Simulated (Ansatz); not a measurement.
## AgI: eigenvalues along the path

```yaml
crystal:
  lattice:
    - [4.59522, 0.00000, 0.00000]
    - [-2.29761, 3.97958, 0.00000]
    - [0.00000, 0.00000, 7.53495]
  atoms:
    - { symbol: Ag, position: [0.33333, 0.66667, 0.00000] }
    - { symbol: Ag, position: [0.66667, 0.33333, 0.50000] }
    - { symbol: I, position: [0.33333, 0.66667, 0.37500] }
    - { symbol: I, position: [0.66667, 0.33333, 0.87500] }
```

Atom numbers follow the list: Ag1, Ag2, I3, I4.

The cell is COD entry 1011050, as deposited and not checked against the literature; nothing was relaxed. It is an old determination, and later ones may differ. The listed cell was then made from it by scaling, straining or moving an atom.

Spin–orbit coupling is left out, though it moves levels of the heavy atoms by tenths of an eV or more.

The calculation used DFT, LDA, all-electron LAPW, scalar-relativistic (Ansatz 0.2.0).

Sampling and basis: a Γ-centred 8×8×4 k mesh, Fermi–Dirac smearing of 0.01 eV, basis error target 0.5 meV/atom, no spin polarisation.

Path points, in fractions of the reciprocal vectors: Γ (0.000, 0.000, 0.000), M (0.500, 0.000, 0.000), K (0.333, 0.333, 0.000), A (0.000, 0.000, 0.500), L (0.500, 0.000, 0.500), H (0.333, 0.333, 0.500). Levels in eV from the valence-band top; bands 27 to 51, counted from the lowest band of the run. The gap is 1.08 eV, direct at Γ.

```
# k(1/Å) point b27 b28 b29 b30 b31 b32 b33 b34 b35 b36 b37 b38 b39 b40 b41 b42 b43 b44 b45 b46 b47 b48 b49 b50 b51
0.000 Γ -12.89 -12.60 -4.20 -4.20 -4.20 -4.17 -4.06 -4.06 -3.13 -3.13 -3.04 -3.04 -2.94 -0.71 -0.71 -0.08 0.00 0.00 1.08 2.43 5.66 5.66 5.79 6.58 6.58
0.158 - -12.86 -12.59 -4.23 -4.18 -4.18 -4.13 -4.07 -4.04 -3.14 -3.13 -3.04 -3.03 -2.92 -1.01 -0.82 -0.43 -0.14 -0.07 1.53 2.76 5.32 5.78 5.93 6.37 6.78
0.316 - -12.80 -12.56 -4.28 -4.15 -4.14 -4.06 -4.01 -3.97 -3.18 -3.13 -3.06 -3.02 -2.86 -1.61 -1.09 -1.07 -0.33 -0.24 2.23 3.32 4.92 5.79 6.04 6.58 6.65
0.474 - -12.71 -12.52 -4.34 -4.17 -4.09 -3.99 -3.88 -3.87 -3.19 -3.11 -3.08 -3.01 -2.79 -2.17 -1.67 -1.42 -0.62 -0.47 2.79 3.51 4.83 5.50 6.18 6.83 7.25
0.632 - -12.63 -12.50 -4.34 -4.21 -4.05 -3.90 -3.83 -3.78 -3.15 -3.08 -3.03 -3.00 -2.83 -2.45 -2.11 -1.68 -0.92 -0.65 3.07 3.46 4.72 5.54 6.18 7.15 7.32
0.789 M -12.60 -12.50 -4.33 -4.24 -4.04 -3.87 -3.82 -3.74 -3.12 -3.06 -3.01 -2.99 -2.76 -2.65 -2.23 -1.79 -1.06 -0.73 3.14 3.43 4.64 5.68 6.16 7.15 7.35
0.881 - -12.59 -12.50 -4.31 -4.22 -4.04 -3.87 -3.83 -3.74 -3.13 -3.07 -3.02 -2.99 -2.76 -2.64 -2.24 -1.82 -1.09 -0.78 3.24 3.55 4.62 5.68 6.09 7.26 7.31
0.972 - -12.58 -12.50 -4.28 -4.15 -4.05 -3.86 -3.86 -3.73 -3.14 -3.09 -3.04 -2.99 -2.75 -2.61 -2.29 -1.86 -1.18 -0.93 3.50 3.88 4.55 5.70 6.03 7.20 7.49
1.063 - -12.57 -12.51 -4.23 -4.05 -4.04 -3.89 -3.85 -3.73 -3.16 -3.11 -3.07 -3.03 -2.74 -2.58 -2.41 -1.82 -1.30 -1.10 3.83 4.24 4.43 5.84 6.13 7.03 7.67
1.154 - -12.55 -12.51 -4.20 -4.02 -3.94 -3.91 -3.83 -3.75 -3.18 -3.13 -3.11 -3.09 -2.69 -2.59 -2.52 -1.71 -1.41 -1.26 4.11 4.31 4.41 6.22 6.37 6.83 7.54
1.245 K -12.53 -12.53 -4.20 -3.98 -3.98 -3.82 -3.82 -3.82 -3.15 -3.15 -3.14 -3.13 -2.63 -2.63 -2.57 -1.55 -1.55 -1.35 4.23 4.35 4.35 6.58 6.63 6.63 7.33
1.428 - -12.58 -12.50 -4.20 -4.11 -3.99 -3.92 -3.83 -3.76 -3.20 -3.17 -3.05 -3.01 -2.77 -2.42 -2.37 -1.94 -1.15 -1.15 3.91 4.31 4.51 5.74 6.33 6.86 6.91
1.610 - -12.67 -12.51 -4.25 -4.18 -4.06 -3.99 -3.86 -3.82 -3.20 -3.16 -3.02 -3.00 -2.77 -2.11 -1.97 -1.81 -0.78 -0.75 3.28 4.13 4.90 5.04 6.23 6.30 7.20
1.792 - -12.77 -12.55 -4.27 -4.17 -4.12 -4.07 -3.97 -3.94 -3.18 -3.15 -3.06 -3.02 -2.84 -1.72 -1.40 -1.15 -0.40 -0.38 2.49 3.59 4.89 5.50 6.09 6.21 7.15
1.974 - -12.86 -12.58 -4.23 -4.19 -4.17 -4.11 -4.07 -4.03 -3.15 -3.13 -3.05 -3.03 -2.92 -1.08 -0.88 -0.51 -0.16 -0.10 1.64 2.85 5.26 5.78 5.98 6.32 6.84
2.157 Γ -12.89 -12.60 -4.20 -4.20 -4.20 -4.17 -4.06 -4.06 -3.13 -3.13 -3.04 -3.04 -2.94 -0.71 -0.71 -0.08 0.00 0.00 1.08 2.43 5.66 5.66 5.79 6.58 6.58
2.240 - -12.88 -12.61 -4.21 -4.20 -4.20 -4.19 -4.07 -4.07 -3.13 -3.13 -3.04 -3.04 -2.88 -0.69 -0.69 -0.24 -0.02 -0.02 1.25 2.44 5.67 5.67 5.70 6.54 6.54
2.324 - -12.86 -12.63 -4.23 -4.23 -4.19 -4.19 -4.08 -4.08 -3.12 -3.12 -3.04 -3.04 -2.69 -0.65 -0.65 -0.58 -0.07 -0.07 1.59 2.46 5.50 5.70 5.70 6.43 6.43
2.407 - -12.83 -12.66 -4.27 -4.25 -4.18 -4.18 -4.10 -4.10 -3.11 -3.11 -3.05 -3.05 -2.42 -0.97 -0.57 -0.57 -0.15 -0.15 1.96 2.49 5.33 5.76 5.76 6.19 6.28
2.490 - -12.79 -12.70 -4.29 -4.28 -4.16 -4.16 -4.12 -4.12 -3.09 -3.09 -3.06 -3.06 -2.10 -1.36 -0.48 -0.48 -0.26 -0.26 2.25 2.49 5.29 5.77 5.85 5.85 6.12
2.574 A -12.75 -12.75 -4.29 -4.29 -4.14 -4.14 -4.14 -4.14 -3.08 -3.08 -3.08 -3.08 -1.74 -1.74 -0.37 -0.37 -0.37 -0.37 2.43 2.43 5.44 5.44 5.98 5.98 5.98
2.732 - -12.73 -12.73 -4.31 -4.31 -4.12 -4.12 -4.12 -4.12 -3.08 -3.08 -3.08 -3.08 -1.75 -1.75 -0.62 -0.62 -0.46 -0.46 2.73 2.73 5.13 5.13 6.08 6.08 6.14
2.889 - -12.68 -12.68 -4.35 -4.35 -4.07 -4.07 -4.06 -4.06 -3.08 -3.08 -3.07 -3.07 -1.87 -1.87 -1.05 -1.05 -0.68 -0.68 3.22 3.22 4.80 4.80 6.18 6.18 6.57
3.047 - -12.62 -12.62 -4.40 -4.40 -3.99 -3.99 -3.98 -3.98 -3.07 -3.07 -3.06 -3.06 -2.21 -2.21 -1.24 -1.24 -0.95 -0.95 3.28 3.28 4.79 4.79 6.49 6.49 7.03
3.205 - -12.57 -12.57 -4.43 -4.43 -3.93 -3.93 -3.90 -3.90 -3.05 -3.05 -3.03 -3.03 -2.61 -2.61 -1.26 -1.26 -1.17 -1.17 3.12 3.12 4.76 4.76 6.95 6.95 7.30
3.363 L -12.55 -12.55 -4.44 -4.44 -3.91 -3.91 -3.86 -3.86 -3.04 -3.04 -2.95 -2.95 -2.84 -2.84 -1.26 -1.26 -1.25 -1.25 3.05 3.05 4.73 4.73 7.11 7.11 7.37
3.454 - -12.55 -12.55 -4.42 -4.42 -3.92 -3.92 -3.85 -3.85 -3.05 -3.05 -2.94 -2.94 -2.83 -2.83 -1.37 -1.37 -1.20 -1.20 3.14 3.14 4.78 4.78 6.79 6.79 7.59
3.545 - -12.54 -12.54 -4.38 -4.38 -3.96 -3.96 -3.84 -3.84 -3.07 -3.07 -2.93 -2.93 -2.82 -2.82 -1.56 -1.56 -1.17 -1.17 3.36 3.36 4.94 4.94 6.38 6.38 7.70
3.637 - -12.53 -12.53 -4.32 -4.32 -3.99 -3.99 -3.82 -3.82 -3.10 -3.10 -2.92 -2.92 -2.80 -2.80 -1.76 -1.76 -1.16 -1.16 3.58 3.58 5.19 5.19 6.04 6.04 7.70
3.728 - -12.53 -12.53 -4.26 -4.26 -4.03 -4.03 -3.80 -3.80 -3.13 -3.13 -2.91 -2.91 -2.78 -2.78 -1.91 -1.91 -1.15 -1.15 3.71 3.71 5.43 5.43 5.83 5.83 7.79
3.819 H -12.52 -12.52 -4.23 -4.23 -4.05 -4.05 -3.79 -3.79 -3.14 -3.14 -2.91 -2.91 -2.78 -2.78 -1.96 -1.96 -1.15 -1.15 3.75 3.75 5.51 5.51 5.77 5.77 8.08
4.001 - -12.54 -12.54 -4.30 -4.30 -4.02 -4.02 -3.83 -3.83 -3.11 -3.11 -2.95 -2.95 -2.68 -2.68 -1.78 -1.78 -1.16 -1.16 3.69 3.69 5.30 5.30 5.94 5.94 7.27
4.184 - -12.59 -12.59 -4.36 -4.36 -4.04 -4.04 -3.91 -3.91 -3.09 -3.09 -3.03 -3.03 -2.34 -2.34 -1.39 -1.39 -1.15 -1.15 3.63 3.63 4.94 4.94 6.03 6.03 6.98
4.366 - -12.66 -12.66 -4.35 -4.35 -4.08 -4.08 -4.01 -4.01 -3.08 -3.08 -3.07 -3.07 -1.94 -1.94 -1.12 -1.12 -0.83 -0.83 3.42 3.42 4.75 4.75 6.01 6.01 6.81
4.548 - -12.72 -12.72 -4.31 -4.31 -4.12 -4.12 -4.11 -4.11 -3.08 -3.08 -3.08 -3.08 -1.76 -1.76 -0.69 -0.69 -0.49 -0.49 2.82 2.82 5.06 5.06 6.06 6.06 6.23
4.730 A -12.75 -12.75 -4.29 -4.29 -4.14 -4.14 -4.14 -4.14 -3.08 -3.08 -3.08 -3.08 -1.74 -1.74 -0.37 -0.37 -0.37 -0.37 2.43 2.43 5.44 5.44 5.98 5.98 5.98
```
